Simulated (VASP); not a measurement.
Here is a VASP 6.6.1 calculation.

File INCAR:

```
PREC = Accurate
ENCUT = 520
EDIFF = 1E-7
ISMEAR = -1
SIGMA = 0.1
LREAL = F
LASPH = T
NELM = 80
ALGO = Normal
ISIF = 2
LWAVE = F
LCHARG = F
NBANDS = 14
```

The input KPOINTS:

```
regular mesh
0
Gamma
  9 9 9
```

Contents of POSCAR:

```
ZrH2
1.0
    0.0000000000      2.4092250000      2.4092250000
    2.4092250000      0.0000000000      2.4092250000
    2.4092250000      2.4092250000      0.0000000000
Zr H
1 2
Direct
    0.0000000000      0.0000000000      0.0000000000
    0.7500000000      0.7500000000      0.7500000000
    0.2500000000      0.2500000000      0.2500000000
```

Potentials or basis: VASP PAW LDA potentials, release 64 (Zr_sv, H).

Launch:

```bash
$ cat potpaw_LDA.64/Zr_sv/POTCAR potpaw_LDA.64/H/POTCAR > POTCAR
$ mpirun -np 1 vasp_std > vasp.out
```

**Question.** Estimate the band gap on the k mesh.

**Answer.** None (metal or under the smearing width).

**Question.** What does it give for the pressure?

**Answer.** -6.7 GPa.
